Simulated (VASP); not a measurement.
Input of a VASP 6.6.1 run:

Contents of INCAR:

```
PREC = Accurate
ENCUT = 600
EDIFF = 1E-6
ISMEAR = 0
SIGMA = 0.03
LREAL = False
LASPH = True
NELM = 80
ALGO = Normal
ISIF = 3
LWAVE = False
LCHARG = False
GGA = RP
IBRION = 2
NSW = 90
EDIFFG = -0.01
```

Contents of KPOINTS:

```
regular mesh
0
Gamma
  12 12 5
```

The input POSCAR:

```
Ge
1.0
    3.9975858431      0.0000000000      0.0000000000
   -1.9987929216      3.4620108940      0.0000000000
    0.0000000000      0.0000000000      6.5993779500
Ge
4
Direct
    0.6666666700      0.3333333300      0.0629012500
    0.3333333300      0.6666666700      0.5629012500
    0.6666666700      0.3333333300      0.4370987500
    0.3333333300      0.6666666700      0.9370987500
```

Potentials or basis: VASP PAW PBE potentials, release 64 (Ge_d).

Launch:

```sh
$ cat potpaw_PBE.64/Ge_d/POTCAR > POTCAR
$ mpirun -np 1 vasp_std > vasp.out
```

Task: What does it give for the band gap on the k mesh?

Result: None (metal or under the smearing width).

Task: What does it give for the space group after relaxing (to 0.05 Å)?

Result: P6_3/mmc (No. 194).

Task: Predict the relaxed cell.

Result: a = 4.098 Å, b = 4.098 Å, c = 6.754 Å, α = 90.00°, β = 90.00°, γ = 120.00°.

Final structure:
```
Ge
1.0
     4.09768    0.00000    0.00000
    -2.04884    3.54869    0.00000
     0.00000    0.00000    6.75414
Ge
4
Direct
  0.66667 0.33333 0.06273
  0.33333 0.66667 0.56273
  0.66667 0.33333 0.43727
  0.33333 0.66667 0.93727
```
